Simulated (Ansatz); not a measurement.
Cu under changes of volume

One of the cells (11.810 Å³/atom); the others are scaled copies at fixed shape and fractional positions:

```
Cu
1.0
     0.00000    1.80750    1.80750
     1.80750    0.00000    1.80750
     1.80750    1.80750    0.00000
Cu
1
Direct
  0.00000 0.00000 0.00000
```

| Property | Result |
| --- | --- |
| Program | Ansatz 0.2.0 |
| Functional | PBE |
| Potentials or basis | JTH PAW |
| Cutoff | 1350 eV (not typed: the program's choice for these potentials) |
| k mesh | 13 × 13 × 13 |
| Occupations | fermi-dirac, width 0.05 eV |
| Spin | no spin polarisation |

```tsv
volume (Å³/atom)	energy over the lowest point (meV/atom)	pressure (GPa)
11.102	29.57	12.4
11.338	14.35	8.3
11.574	4.76	4.7
11.810	0.16	1.6
12.047	0.00	-1.3
12.283	?	?
12.519	11.03	-6.0
```

What does the run at 12.283 Å³/atom give?

Energy over the lowest point 3.77 meV/atom; pressure -3.8 GPa.

Worked out: A Birch-Murnaghan fit of order 3 (a polynomial in V^(-2/3)) to the other rows has its minimum at 11.94 Å³/atom with B0 = V·E''(V) = 142 GPa and B' = 5.1. It gives 3.77 meV/atom at 12.283 Å³/atom, against the run's 3.77, and -dE/dV = -3.8 GPa, against -3.8.

Energies are extrapolated to zero smearing.
